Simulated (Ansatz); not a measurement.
# Si, BC8: geometry optimisation

The calculation used DFT, PBE, plane waves (420 eV) with PAW, scalar-relativistic in Ansatz 0.2.0.

k-point mesh 4×4×4, Fermi-Dirac smearing 0.05 eV, no spin polarisation. Cell and atoms relax.

Starting structure:

```cif
data_structure
_symmetry_space_group_name_H-M 'P 1'
_symmetry_Int_Tables_number 1
_cell_length_a 5.7469
_cell_length_b 5.7469
_cell_length_c 5.7469
_cell_angle_alpha 109.471
_cell_angle_beta 109.471
_cell_angle_gamma 109.471
_cell_volume 146.11
loop_
_atom_site_label
_atom_site_type_symbol
_atom_site_fract_x
_atom_site_fract_y
_atom_site_fract_z
_atom_site_occupancy
Si1 Si 0.20060 0.20060 0.20060 1
Si2 Si 0.50000 0.00000 0.29940 1
Si3 Si 0.29940 0.50000 0.00000 1
Si4 Si 0.00000 0.29940 0.50000 1
Si5 Si 0.79940 0.79940 0.79940 1
Si6 Si 0.50000 0.00000 0.70060 1
Si7 Si 0.70060 0.50000 0.00000 1
Si8 Si 0.00000 0.70060 0.50000 1
```

What cell does the relaxation end in?

Ia-3 with a = 6.659 Å; 18.45 Å³ per atom against 18.26 at the start (1.0 %).

How much energy does the relaxation gain?

2.9 meV per atom.

Path of the relaxation (the plane waves are chosen anew near the end, which can shift the energy a little):

| step | E − E(final) (meV/atom) | V (Å³/atom) | P (GPa) | max force (eV/Å) |
| --- | --- | --- | --- | --- |
| 0 | 2.91 | 18.264 | 1.57 | 0.169 |
| 1 | 0.41 | 18.435 | 0.31 | 0.065 |
| 2 | 0.02 | 18.451 | -0.01 | 0.008 |
| 3 | 0.00 | 18.451 | -0.01 | 0.008 |
